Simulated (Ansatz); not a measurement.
# TePb, 2 atoms: time against threads

Aim: measure how long a calculation of elastic constants at PBE takes on TePb, and how the time changes with the share of the machine.

Program: Ansatz 0.2.0 (elastic constants, PBE, plane waves PAW). Host: Arm Neoverse N1, 56 cores, 56 hardware threads, 90 GiB; it was booked for these runs alone, one at a time. Each run is timed once from launch to exit, start-up included.

### Step 1. The job

The cell holds 2 atoms in 70 Å³.

### Step 2. Baseline

The input, input.yaml:

```yaml
crystal:
  lattice:
    - [0.000000, 3.270897, 3.270897]
    - [3.270897, 0.000000, 3.270897]
    - [3.270897, 3.270897, 0.000000]
  atoms:
    - { symbol: Te, position: [0.000000, 0.000000, 0.000000] }
    - { symbol: Pb, position: [0.500000, 0.500000, 0.500000] }
kpoints:
  mp_grid: { grid: [4, 4, 4] }
hamiltonian:
  xc: pbe
scf:
  occupations: { method: gaussian, width: 0.05 }
elastic: { mode: clamped_ion }
```

On the command line:

```sh
taskset -c 8-63 ansatz run input.yaml --threads 56 --backend cpu --max-ram 64GiB --events-out ev --progress --plain --runs-dir out
```

Log:

```text
Engine: ansatz 0.2.0, aarch64-unknown-linux-gnu
Pseudopotentials: kind: paw
Pseudopotential: Te, paw, valence charge 16, recommended cutoff 420 eV (normal), Te.paw.azcp
Pseudopotential: Pb, paw, valence charge 14, recommended cutoff 420 eV (normal), Pb.paw.azcp
Functional definition: PBE
  exchange = pbe_x(kappa = kappa, mu = beta*pi^2/3)
  correlation = pbe_c(beta = beta)
Crystal: 2 atoms, lattice volume = 69.989 Å³
Basis set: ecut = 420 eV, 1363 PW (Γ)
Bands: 19, of which v1, the nominal top of the filled ones, is band 15 counted from 1 (14 counted from 0)
Symmetry: 48 space group operations
Space group: Fm-3m (ITA 225), of the structure as read, at distance tolerance 4.1e-5 Å
k-points: 8 of 64
Non-local potential: Te, projectors of the file, l = 0: 2, l = 1: 2, l = 2: 2, l = 3: 2
Non-local potential: Pb, projectors of the file, l = 0: 2, l = 1: 2, l = 2: 2, l = 3: 2
PAW form: soft (Blöchl's): semilocal exchange-correlation on the pseudo side does not see the compensation charge
PAW one-centre angular grid: Te, 590 points (default); XC on 64 Gauss nodes
PAW one-centre angular grid: Pb, 590 points (default); XC on 64 Gauss nodes
Initial density: superposition of atomic densities (neutral atoms: chi_scale 0, normalization atom), corrected by the library's trained network
Initial wavefunctions: pseudopotential atomic-orbital guess
Functional: x = pbe(κ = 0.804, μ = 0.2195149727645171), c = pbe(β = 0.06672455060314922)
SCF iter   1: F=—  HF=-18887.179017 eV  |F-HF|=—  |Δ(HF+E_count)|=         —  Δρ=5.62e-4  dr2=2.41e-4  ethr=1.77e-3  ⟨swp⟩=6.0  Hψ=767  notcnv=0
preconditioner: auto → none  [insulator: Δε(μ)=0.802 eV  Ē_g=14.641 eV  σ=0.050 eV  W_gap=1.00  n_scr=14 (ndim 8)  ℏωp=19.8 eV  f_vac=0.017  D(μ)=0.00/eV (n_scr^D=0)  ε∞_Penn≈2.8]
SCF iter   2: F=—  HF=-18887.177270 eV  |F-HF|=—  |Δ(HF+E_count)|=   1.75e-3  Δρ=3.77e-4  dr2=1.08e-4  ethr=8.05e-7  ⟨swp⟩=3.1  Hψ=409  notcnv=0
SCF iter   3: F=—  HF=-18887.177271 eV  |F-HF|=—  |Δ(HF+E_count)|=   1.11e-6  Δρ=1.61e-4  dr2=1.53e-5  ethr=3.60e-7  ⟨swp⟩=2.0  Hψ=223  notcnv=0
SCF iter   4: F=—  HF=-18887.177298 eV  |F-HF|=—  |Δ(HF+E_count)|=   2.67e-5  Δρ=6.60e-5  dr2=3.35e-6  ethr=5.11e-8  ⟨swp⟩=2.0  Hψ=272  notcnv=0
SCF iter   5: F=—  HF=-18887.177302 eV  |F-HF|=—  |Δ(HF+E_count)|=   4.19e-6  Δρ=2.97e-5  dr2=7.72e-7  ethr=1.12e-8  ⟨swp⟩=2.1  Hψ=268  notcnv=0
SCF iter   6: F=—  HF=-18887.177297 eV  |F-HF|=—  |Δ(HF+E_count)|=   5.82e-6  Δρ=7.22e-6  dr2=4.48e-8  ethr=2.57e-9  ⟨swp⟩=2.1  Hψ=244  notcnv=0
SCF iter   7: F=—  HF=-18887.177296 eV  |F-HF|=—  |Δ(HF+E_count)|=   2.13e-8  Δρ=7.77e-7  dr2=4.46e-10  ethr=1.49e-10  ⟨swp⟩=2.0  Hψ=269  notcnv=0
SCF iter   8: F=—  HF=-18887.177296 eV  |F-HF|=—  |Δ(HF+E_count)|=  1.64e-10  Δρ=3.42e-7  dr2=1.03e-10  ethr=1.49e-12  ⟨swp⟩=2.0  Hψ=271  notcnv=0
SCF iter   9: F=—  HF=-18887.177296 eV  |F-HF|=—  |Δ(HF+E_count)|=  5.46e-11  Δρ=1.01e-7  dr2=8.83e-12  ethr=3.45e-13 (applied; sched 1.00e-12)  ⟨swp⟩=2.1  Hψ=263  notcnv=0
SCF iter  10: F=-18887.177296 eV  HF=-18887.177296 eV  |F-HF|=3.64e-12  |Δ(HF+E_count)|=  1.46e-11  Δρ=9.90e-10  dr2=9.25e-16  ethr=1.00e-12  ⟨swp⟩=4.4  Hψ=755  notcnv=0
SCF 1 converged in 10 iterations: F = -18887.177296 eV  dr2 = 9.25e-16
Crystal: 2 atoms, lattice volume = 69.709 Å³
Symmetry: 16 space group operations
k-points: 13 of 64
Initial density: handed on by an earlier stage of this run
Initial wavefunctions: those handed on with the density
[... 2 lines left out ...]
preconditioner: auto → none  [insulator: Δε(μ)=0.795 eV  Ē_g=14.652 eV  σ=0.050 eV  W_gap=1.00  n_scr=14 (ndim 8)  ℏωp=19.9 eV  f_vac=0.014  D(μ)=0.00/eV (n_scr^D=0)  ε∞_Penn≈2.8]
SCF iter   2: F=—  HF=-18887.176015 eV  |F-HF|=—  |Δ(HF+E_count)|=   5.10e-6  Δρ=4.94e-5  dr2=2.35e-6  ethr=5.78e-8  ⟨swp⟩=2.1  Hψ=298  notcnv=0
SCF iter   3: F=—  HF=-18887.176010 eV  |F-HF|=—  |Δ(HF+E_count)|=   4.09e-6  Δρ=1.26e-5  dr2=1.95e-7  ethr=7.82e-9  ⟨swp⟩=2.0  Hψ=367  notcnv=0
SCF iter   4: F=—  HF=-18887.176010 eV  |F-HF|=—  |Δ(HF+E_count)|=   4.03e-8  Δρ=4.57e-6  dr2=1.46e-8  ethr=6.49e-10  ⟨swp⟩=3.0  Hψ=442  notcnv=0
SCF iter   5: F=—  HF=-18887.176010 eV  |F-HF|=—  |Δ(HF+E_count)|=   7.76e-9  Δρ=9.02e-7  dr2=4.19e-10  ethr=4.85e-11  ⟨swp⟩=2.0  Hψ=312  notcnv=0
SCF iter   6: F=—  HF=-18887.176010 eV  |F-HF|=—  |Δ(HF+E_count)|=  5.06e-10  Δρ=9.53e-8  dr2=5.27e-12  ethr=1.40e-12  ⟨swp⟩=2.0  Hψ=337  notcnv=0
SCF iter   7: F=—  HF=-18887.176010 eV  |F-HF|=—  |Δ(HF+E_count)|=  7.28e-12  Δρ=2.70e-8  dr2=4.12e-13  ethr=1.76e-14 (applied; sched 1.00e-12)  ⟨swp⟩=2.1  Hψ=378  notcnv=0
SCF iter   8: F=-18887.176010 eV  HF=-18887.176010 eV  |F-HF|=3.64e-12  |Δ(HF+E_count)|=    0.00e0  Δρ=4.62e-9  dr2=1.27e-14  ethr=1.00e-12  ⟨swp⟩=5.1  Hψ=901  notcnv=0
SCF 2 converged in 8 iterations: F = -18887.176010 eV  dr2 = 1.27e-14
Crystal: 2 atoms, lattice volume = 70.269 Å³
Basis set: ecut = 420 eV, 1379 PW (Γ)
iter 1 solved again at ethr=1.91e-10 eV; its pass at ethr=3.10e-3 eV (dr2=5.73e-8 eV) is discarded
SCF iter   1: F=—  HF=-18887.177706 eV  |F-HF|=—  |Δ(HF+E_count)|=         —  Δρ=5.61e-5  dr2=5.59e-8  ethr=1.91e-10  ⟨swp⟩=2.8  Hψ=1495  notcnv=0
preconditioner: auto → none  [insulator: Δε(μ)=0.811 eV  Ē_g=14.629 eV  σ=0.050 eV  W_gap=1.00  n_scr=14 (ndim 8)  ℏωp=19.8 eV  f_vac=0.016  D(μ)=0.00/eV (n_scr^D=0)  ε∞_Penn≈2.8]
SCF iter   2: F=—  HF=-18887.177744 eV  |F-HF|=—  |Δ(HF+E_count)|=   3.78e-5  Δρ=2.80e-5  dr2=1.29e-8  ethr=1.86e-10  ⟨swp⟩=1.9  Hψ=272  notcnv=0
[... 189 lines ...]
  E_closure    = -0.000000  (closes the sum)
  Σ components = -18887.177296   (vs F -18887.177296, Δ=0.00e0)
--- Forces (eV/Å), atoms counted from 1 ---
  atom   1  Te    -0.00000000     0.00000000    -0.00000000
  atom   2  Pb     0.00000000     0.00000000    -0.00000000
  max |Σ_I F_I| component: 7.58e-29 eV/Å
--- Stress (GPa, compression-positive) ---
        0.501682      -0.000000       0.000000
       -0.000000       0.501682       0.000000
       -0.000000       0.000000       0.501682
  P = ⅓ Tr σ = 0.5017 GPa (5.017 kbar)
--- Band table (eV; the first three rows and the last of 8) ---
  k-point 0: bands = ["-27.9014", "-27.9014", "-27.8966", "-27.8966", "-27.8966", "-8.5565", "-8.5565", "-8.5503", "-8.5503", "-8.5503", "-3.6002", "2.4397", "6.9110", "6.9110", "6.9110", "12.1557", "12.1557", "12.1557", "14.0231"]
  k-point 1: bands = ["-27.9014", "-27.9014", "-27.8965", "-27.8964", "-27.8964", "-8.5629", "-8.5629", "-8.5492", "-8.5432", "-8.5432", "-3.1098", "1.1698", "7.0668", "7.0668", "7.5132", "10.2633", "10.6122", "10.6122", "14.1524"]
  k-point 2: bands = ["-27.9013", "-27.9013", "-27.8964", "-27.8962", "-27.8962", "-8.5698", "-8.5698", "-8.5482", "-8.5355", "-8.5355", "-2.2641", "-0.2700", "7.3445", "7.3445", "8.1185", "8.9224", "9.4818", "9.4818", "16.4585"]
  k-point 7: bands = ["-27.9015", "-27.9012", "-27.8963", "-27.8963", "-27.8959", "-8.5927", "-8.5582", "-8.5440", "-8.5440", "-8.5284", "-1.9055", "0.2762", "4.5907", "4.5907", "7.8191", "9.8305", "13.3313", "13.3313", "14.8939"]
--- Elastic constants: 2 strain directions × 4 members + reference (group order 48) ---
  dense FFT box of the reference and of every strained cell: 32×32×32
  strains applied: 11, 23; error gains: componentwise 1.00 (the most a stress slope's error grows in a printed constant), spectral 1.73 (1 for all six strains in a standard setting)
  C = ∂σ_k/∂η_j (tension-positive GPa; Voigt order 11 22 33 23 13 12):
       116.994      2.991      2.991      0.000     -0.000     -0.000
         2.991    116.994      2.991     -0.000     -0.000      0.000
         2.991      2.991    116.994      0.000      0.000     -0.000
        -0.000      0.000     -0.000     15.567     -0.000     -0.000
        -0.000     -0.000      0.000      0.000     15.567      0.000
        -0.000      0.000     -0.000     -0.000      0.000     15.567
  reference stress σ⁰ (GPa):     -0.502     -0.502     -0.502     -0.000     -0.000      0.000
  C* (energy form; C + prestress term) asymmetry max|C*_kj − C*_jk| = 2.665e-15 GPa — a small one proves nothing (zero by symmetry where the batch's group is 432, −43m or m−3m); a large one is finite-difference/SCF noise where every solve meets its electron co
  moduli (Voigt/Reuss/Hill, GPa): K = 40.99/40.99/40.99   G = 32.14/21.95/27.04   E = 66.51   ν = 0.230
  mechanically stable: yes (min eigenvalue of sym C = 15.57 GPa)
  where every solve meets its electron count the energy-path curvature estimates C_jj along a normal strain and C_jj − ¼(σ⁰_aa + σ⁰_bb) along a shear (ab), of energies averaged over cutoffs (ΔE is cutoff_averaging_correction_ev in elastic_members.tsv): closely
  strain η (Voigt 11):  stress-route row diagonal C_11 = 116.99 GPa, energy-path curvature d²(F+E_count+ΔE)/dδ²/Ω₀ = 117.00 GPa
    cells at ±δ against ±2δ: C11 117.00 and 117.04 GPa, apart by 0.03 % of the column's largest entry
         δ    σ_11 (GPa)             F (eV)   n_scf  n_hpsi   n_pw
    -4.000e-3      -0.9823      -18887.1760104       8    4861   1376
    -2.000e-3      -0.7388      -18887.1767590       4    3840   1380
     2.000e-3      -0.2708      -18887.1776284       4    3611   1384
     4.000e-3      -0.0460      -18887.1777564       6    4015   1384
  strain η (Voigt 23):  stress-route row diagonal C_44 = 15.57 GPa, energy-path curvature d²(F+E_count+ΔE)/dδ²/Ω₀ = 15.80 GPa
    cells at ±δ against ±2δ: C44 15.57 and 15.56 GPa, apart by 0.03 % of the column's largest entry
         δ    σ_23 (GPa)             F (eV)   n_scf  n_hpsi   n_pw
    -4.000e-3      -0.0623      -18887.1772429       7    6117   1380
    -2.000e-3      -0.0311      -18887.1772887       4    5361   1384
     2.000e-3       0.0311      -18887.1772887       4    5331   1384
     4.000e-3       0.0622      -18887.1772430       5    5354   1380
```

Wall time 3.3 s, CPU time 82 s, peak memory 0.58 GiB, 52 SCF iterations in all (56 threads).

Size of the job: 8 k-points, 1363 plane waves, 19 bands, 30 valence electrons, 48 symmetry operations.

Where the time went (the program's own counters):

| phase | seconds | share of the wall time |
| --- | --- | --- |
| diag | 0.48 | 15 % |
| stress | 0.47 | 14 % |
| potential | 0.31 | 9 % |
| density | 0.2 | 6 % |
| mixing | 0.11 | 3 % |

### Step 3. On 32 threads

input.yaml is that of step 2.

On the command line:

```sh
taskset -c 8-63 ansatz run input.yaml --threads 32 --backend cpu --max-ram 64GiB --events-out ev --progress --plain --runs-dir out
```

Log:

```text
Engine: ansatz 0.2.0, aarch64-unknown-linux-gnu
Pseudopotentials: kind: paw
Pseudopotential: Te, paw, valence charge 16, recommended cutoff 420 eV (normal), Te.paw.azcp
Pseudopotential: Pb, paw, valence charge 14, recommended cutoff 420 eV (normal), Pb.paw.azcp
Functional definition: PBE
  exchange = pbe_x(kappa = kappa, mu = beta*pi^2/3)
  correlation = pbe_c(beta = beta)
Crystal: 2 atoms, lattice volume = 69.989 Å³
Basis set: ecut = 420 eV, 1363 PW (Γ)
Bands: 19, of which v1, the nominal top of the filled ones, is band 15 counted from 1 (14 counted from 0)
Symmetry: 48 space group operations
Space group: Fm-3m (ITA 225), of the structure as read, at distance tolerance 4.1e-5 Å
k-points: 8 of 64
Non-local potential: Te, projectors of the file, l = 0: 2, l = 1: 2, l = 2: 2, l = 3: 2
Non-local potential: Pb, projectors of the file, l = 0: 2, l = 1: 2, l = 2: 2, l = 3: 2
PAW form: soft (Blöchl's): semilocal exchange-correlation on the pseudo side does not see the compensation charge
PAW one-centre angular grid: Te, 590 points (default); XC on 64 Gauss nodes
PAW one-centre angular grid: Pb, 590 points (default); XC on 64 Gauss nodes
Initial density: superposition of atomic densities (neutral atoms: chi_scale 0, normalization atom), corrected by the library's trained network
Initial wavefunctions: pseudopotential atomic-orbital guess
Functional: x = pbe(κ = 0.804, μ = 0.2195149727645171), c = pbe(β = 0.06672455060314922)
SCF iter   1: F=—  HF=-18887.179017 eV  |F-HF|=—  |Δ(HF+E_count)|=         —  Δρ=5.62e-4  dr2=2.41e-4  ethr=1.77e-3  ⟨swp⟩=6.0  Hψ=767  notcnv=0
preconditioner: auto → none  [insulator: Δε(μ)=0.802 eV  Ē_g=14.641 eV  σ=0.050 eV  W_gap=1.00  n_scr=14 (ndim 8)  ℏωp=19.8 eV  f_vac=0.017  D(μ)=0.00/eV (n_scr^D=0)  ε∞_Penn≈2.8]
SCF iter   2: F=—  HF=-18887.177269 eV  |F-HF|=—  |Δ(HF+E_count)|=   1.75e-3  Δρ=3.77e-4  dr2=1.08e-4  ethr=8.04e-7  ⟨swp⟩=3.1  Hψ=409  notcnv=0
SCF iter   3: F=—  HF=-18887.177269 eV  |F-HF|=—  |Δ(HF+E_count)|=   5.55e-7  Δρ=1.61e-4  dr2=1.53e-5  ethr=3.60e-7  ⟨swp⟩=2.0  Hψ=223  notcnv=0
[... 4 lines left out ...]
SCF iter   8: F=—  HF=-18887.177296 eV  |F-HF|=—  |Δ(HF+E_count)|=  1.75e-10  Δρ=3.46e-7  dr2=1.06e-10  ethr=1.39e-12  ⟨swp⟩=2.0  Hψ=271  notcnv=0
SCF iter   9: F=—  HF=-18887.177296 eV  |F-HF|=—  |Δ(HF+E_count)|=  6.18e-11  Δρ=1.02e-7  dr2=8.99e-12  ethr=3.53e-13 (applied; sched 1.00e-12)  ⟨swp⟩=2.0  Hψ=263  notcnv=0
SCF iter  10: F=-18887.177296 eV  HF=-18887.177296 eV  |F-HF|=1.09e-11  |Δ(HF+E_count)|=  3.64e-12  Δρ=9.88e-10  dr2=9.59e-16  ethr=1.00e-12  ⟨swp⟩=4.4  Hψ=746  notcnv=0
SCF 1 converged in 10 iterations: F = -18887.177296 eV  dr2 = 9.59e-16
[... 1 line left out ...]
Symmetry: 16 space group operations
k-points: 13 of 64
[... 12 lines left out ...]
SCF 2 converged in 8 iterations: F = -18887.176010 eV  dr2 = 1.27e-14
[... 6 lines left out ...]
[... 189 lines ...]
  E_closure    = 0.000000  (closes the sum)
  Σ components = -18887.177296   (vs F -18887.177296, Δ=0.00e0)
--- Forces (eV/Å), atoms counted from 1 ---
  atom   1  Te    -0.00000000    -0.00000000    -0.00000000
  atom   2  Pb     0.00000000     0.00000000    -0.00000000
  max |Σ_I F_I| component: 1.09e-28 eV/Å
--- Stress (GPa, compression-positive) ---
        0.501682       0.000000      -0.000000
       -0.000000       0.501682      -0.000000
       -0.000000       0.000000       0.501682
  P = ⅓ Tr σ = 0.5017 GPa (5.017 kbar)
--- Band table (eV; the first three rows and the last of 8) ---
  k-point 0: bands = ["-27.9014", "-27.9014", "-27.8966", "-27.8966", "-27.8966", "-8.5565", "-8.5565", "-8.5503", "-8.5503", "-8.5503", "-3.6002", "2.4397", "6.9110", "6.9110", "6.9110", "12.1557", "12.1557", "12.1557", "14.0231"]
  k-point 1: bands = ["-27.9014", "-27.9014", "-27.8965", "-27.8964", "-27.8964", "-8.5629", "-8.5629", "-8.5492", "-8.5432", "-8.5432", "-3.1098", "1.1698", "7.0668", "7.0668", "7.5132", "10.2633", "10.6122", "10.6122", "14.1524"]
  k-point 2: bands = ["-27.9013", "-27.9013", "-27.8964", "-27.8962", "-27.8962", "-8.5698", "-8.5698", "-8.5482", "-8.5355", "-8.5355", "-2.2641", "-0.2700", "7.3445", "7.3445", "8.1185", "8.9224", "9.4818", "9.4818", "16.4585"]
  k-point 7: bands = ["-27.9015", "-27.9012", "-27.8963", "-27.8963", "-27.8959", "-8.5927", "-8.5582", "-8.5440", "-8.5440", "-8.5284", "-1.9055", "0.2762", "4.5907", "4.5907", "7.8191", "9.8305", "13.3313", "13.3313", "14.8939"]
--- Elastic constants: 2 strain directions × 4 members + reference (group order 48) ---
  dense FFT box of the reference and of every strained cell: 32×32×32
  strains applied: 11, 23; error gains: componentwise 1.00 (the most a stress slope's error grows in a printed constant), spectral 1.73 (1 for all six strains in a standard setting)
  C = ∂σ_k/∂η_j (tension-positive GPa; Voigt order 11 22 33 23 13 12):
       116.994      2.991      2.991      0.000     -0.000     -0.000
         2.991    116.994      2.991     -0.000     -0.000      0.000
         2.991      2.991    116.994      0.000      0.000     -0.000
        -0.000     -0.000      0.000     15.567     -0.000     -0.000
        -0.000      0.000      0.000      0.000     15.567      0.000
        -0.000      0.000      0.000     -0.000     -0.000     15.567
  reference stress σ⁰ (GPa):     -0.502     -0.502     -0.502      0.000      0.000     -0.000
  C* (energy form; C + prestress term) asymmetry max|C*_kj − C*_jk| = 3.553e-15 GPa — a small one proves nothing (zero by symmetry where the batch's group is 432, −43m or m−3m); a large one is finite-difference/SCF noise where every solve meets its electron co
  moduli (Voigt/Reuss/Hill, GPa): K = 40.99/40.99/40.99   G = 32.14/21.95/27.04   E = 66.51   ν = 0.230
  mechanically stable: yes (min eigenvalue of sym C = 15.57 GPa)
  where every solve meets its electron count the energy-path curvature estimates C_jj along a normal strain and C_jj − ¼(σ⁰_aa + σ⁰_bb) along a shear (ab), of energies averaged over cutoffs (ΔE is cutoff_averaging_correction_ev in elastic_members.tsv): closely
  strain η (Voigt 11):  stress-route row diagonal C_11 = 116.99 GPa, energy-path curvature d²(F+E_count+ΔE)/dδ²/Ω₀ = 117.00 GPa
    cells at ±δ against ±2δ: C11 117.00 and 117.04 GPa, apart by 0.03 % of the column's largest entry
         δ    σ_11 (GPa)             F (eV)   n_scf  n_hpsi   n_pw
    -4.000e-3      -0.9823      -18887.1760104       8    4868   1376
    -2.000e-3      -0.7388      -18887.1767590       4    3846   1380
     2.000e-3      -0.2708      -18887.1776284       4    3618   1384
     4.000e-3      -0.0460      -18887.1777564       6    4026   1384
  strain η (Voigt 23):  stress-route row diagonal C_44 = 15.57 GPa, energy-path curvature d²(F+E_count+ΔE)/dδ²/Ω₀ = 15.80 GPa
    cells at ±δ against ±2δ: C44 15.57 and 15.56 GPa, apart by 0.03 % of the column's largest entry
         δ    σ_23 (GPa)             F (eV)   n_scf  n_hpsi   n_pw
    -4.000e-3      -0.0623      -18887.1772429       7    6126   1380
    -2.000e-3      -0.0311      -18887.1772887       4    5366   1384
     2.000e-3       0.0311      -18887.1772887       4    5333   1384
     4.000e-3       0.0622      -18887.1772430       5    5350   1380
```

Wall time 2.9 s, CPU time 43 s, peak memory 0.56 GiB, 52 SCF iterations in all (32 threads).

### Step 4. On 16 threads

input.yaml is that of step 3.

On the command line:

```sh
taskset -c 8-63 ansatz run input.yaml --threads 16 --backend cpu --max-ram 64GiB --events-out ev --progress --plain --runs-dir out
```

Log:

```text
pinning: not binding workers (pin `auto` leaves the workers unbound: those that work in every phase are 16 at the most and take half of the cores in the planning thread's mask or fewer, and bound, runs started alike would share the same CPUs; alone on the mach
Engine: ansatz 0.2.0, aarch64-unknown-linux-gnu
Pseudopotentials: kind: paw
Pseudopotential: Te, paw, valence charge 16, recommended cutoff 420 eV (normal), Te.paw.azcp
Pseudopotential: Pb, paw, valence charge 14, recommended cutoff 420 eV (normal), Pb.paw.azcp
Functional definition: PBE
  exchange = pbe_x(kappa = kappa, mu = beta*pi^2/3)
  correlation = pbe_c(beta = beta)
Crystal: 2 atoms, lattice volume = 69.989 Å³
Basis set: ecut = 420 eV, 1363 PW (Γ)
Bands: 19, of which v1, the nominal top of the filled ones, is band 15 counted from 1 (14 counted from 0)
Symmetry: 48 space group operations
Space group: Fm-3m (ITA 225), of the structure as read, at distance tolerance 4.1e-5 Å
k-points: 8 of 64
Non-local potential: Te, projectors of the file, l = 0: 2, l = 1: 2, l = 2: 2, l = 3: 2
Non-local potential: Pb, projectors of the file, l = 0: 2, l = 1: 2, l = 2: 2, l = 3: 2
[... 52 lines left out ...]
  where every solve meets its electron count the energy-path curvature estimates C_jj along a normal strain and C_jj − ¼(σ⁰_aa + σ⁰_bb) along a shear (ab), of energies averaged over cutoffs (ΔE is cutoff_averaging_correction_ev in elastic_members.tsv): closely
  strain η (Voigt 11):  stress-route row diagonal C_11 = 116.99 GPa, energy-path curvature d²(F+E_count+ΔE)/dδ²/Ω₀ = 117.00 GPa
    cells at ±δ against ±2δ: C11 117.00 and 117.04 GPa, apart by 0.03 % of the column's largest entry
         δ    σ_11 (GPa)             F (eV)   n_scf  n_hpsi   n_pw
    -4.000e-3      -0.9823      -18887.1760104       8    4861   1376
    -2.000e-3      -0.7388      -18887.1767590       4    3838   1380
     2.000e-3      -0.2708      -18887.1776284       4    3635   1384
     4.000e-3      -0.0460      -18887.1777564       6    4016   1384
  strain η (Voigt 23):  stress-route row diagonal C_44 = 15.57 GPa, energy-path curvature d²(F+E_count+ΔE)/dδ²/Ω₀ = 15.80 GPa
    cells at ±δ against ±2δ: C44 15.57 and 15.56 GPa, apart by 0.03 % of the column's largest entry
         δ    σ_23 (GPa)             F (eV)   n_scf  n_hpsi   n_pw
    -4.000e-3      -0.0623      -18887.1772429       7    6123   1380
    -2.000e-3      -0.0311      -18887.1772887       4    5337   1384
     2.000e-3       0.0311      -18887.1772887       4    5328   1384
     4.000e-3       0.0622      -18887.1772430       5    5329   1380
```

Wall time 3.2 s, CPU time 27 s, peak memory 0.53 GiB, 52 SCF iterations in all (16 threads).

[end of part 1 of 2]
